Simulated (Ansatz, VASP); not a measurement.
**Two plane-wave programs on LiCl**

Contents of INCAR:

```
PREC     = Accurate       # precision mode
ENCUT    = 520            # plane-wave cutoff, eV
EDIFF    = 1E-7           # SCF threshold, eV
ISMEAR   = -1             # smearing method
SIGMA    = 0.05           # smearing width, eV
LREAL    = False          # projectors in reciprocal space
LASPH    = True           # aspherical terms in the spheres
NELM     = 60             # most SCF steps
ALGO     = Normal         # electronic algorithm
ISIF     = 2              # what is computed and relaxed
LWAVE    = False          # write WAVECAR
LCHARG   = True           # write CHGCAR
GGA      = B5             # functional
ALDAX    = 1.0          
AGGAX    = 1.0          
AGGAC    = 1.0          
ALDAC    = 0.0          
LELF     = True           # ELF
LVHAR    = True         
NBANDS   = 12             # bands
```

KPOINTS

```
regular mesh
0
Gamma
  5 5 5
```

POSCAR

```
LiCl
1.0
    0.0000000000      2.5647700000      2.5647700000
    2.5647700000      0.0000000000      2.5647700000
    2.5647700000      2.5647700000      0.0000000000
Cl Li
1 1
Direct
    0.5000000000      0.5000000000      0.5000000000
    0.0000000000      0.0000000000      0.0000000000
```

input.yaml

```yaml
crystal:
  lattice:
    - [0.0, 2.56477, 2.56477]
    - [2.56477, 0.0, 2.56477]
    - [2.56477, 2.56477, 0.0]
  atoms:
    - { symbol: Cl, position: [0.5, 0.5, 0.5] }
    - { symbol: Li, position: [0.0, 0.0, 0.0] }
hamiltonian:
  xc: blyp
  pseudopotentials: { kind: paw }
kpoints:
  mp_grid: { grid: [5, 5, 5] }
scf:
  occupations: { method: fermi_dirac, width: 0.05 }
  n_extra_bands: 6
output:
  forces: true
  stress: true
  eigenvalues: true
  dos: { projected: true, de: 0.05, nscf_kmesh: { grid: [8, 8, 8] } }
  write_density: true
  write_potential: true
  elf: true
  volumetric_format: npy
```

Alike in both runs: functional BLYP; k mesh 5 × 5 × 5; occupations fermi-dirac, width 0.05 eV; no spin polarisation.

|  | VASP | Ansatz |
| --- | --- | --- |
| version | VASP 6.6.1 | Ansatz 0.2.0 |
| potentials or method | VASP PAW PBE potentials, release 64 (Cl, Li_sv) | Ansatz PAW |
| plane-wave cutoff (eV) | 520 | 420 |
| valence electrons in the cell | 10 | 10 |
| task | single point | projected density of states |

```csv
,VASP,Ansatz,Ansatz less VASP
gap on the k mesh at the Fermi level (eV),6.50,6.47,-0.033
least direct gap on the mesh (eV),6.50,6.47,-0.033
```

With one functional, cell and mesh, what is left measures potentials, basis and numerics.

Caveats: the k mesh is coarse (spacing up to 0.42 Å⁻¹), so the values aren't converged; odd divisions of the mesh miss points on the zone boundary, where band edges often lie, so the gap on the mesh can be too wide (Ansatz); the density of states is complete only up to the lowest level of the last band computed (Ansatz). BLYP gaps usually lie below the measured ones, often by a third to a half.
